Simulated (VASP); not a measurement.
# Fe: single point with LDA

Crystal: Fe.

```
CELL_PARAMETERS angstrom
2.21304 0.00000 0.00000
0.00000 2.21304 0.00000
0.00000 0.00000 2.21304
ATOMIC_POSITIONS crystal
Fe 0.00000 0.00000 0.00000
```

This isn't the form of Fe at room conditions, which is bcc.

```yaml
Program: VASP 6.6.1
Task: single point
Functional: LDA
Potentials_or_basis: VASP PAW LDA potentials, release 64 (Fe)
Cutoff: 520 eV
k_mesh: 23 × 23 × 23
Occupations: fermi-dirac, width 0.1 eV
Spin: no spin polarisation
```

```json
{
 "Pressure": "-0.8 GPa",
 "Band gap on the k mesh": "none (metal or under the smearing width)"
}
```

Levels at points of the mesh, in eV from the Fermi level:
| k point | band 1 | band 2 | band 3 | band 4 | band 5 | band 6 | band 7 | band 8 |
| --- | --- | --- | --- | --- | --- | --- | --- | --- |
| (0.00, 0.00, 0.00) | -8.67 | -4.20 | -4.20 | 1.08 | 1.08 | 1.08 | 21.62 | 21.62 |

It took 9.9 s on 1 thread of AMD EPYC 9R45 96-Core Processor (Zen 5), on a shared host, peak memory 0.11 GiB.

Caveat: the run has no spin polarisation, though such a crystal can be magnetic. Spin polarisation is off, so any magnetic state and its effect on volume and gap are missing.
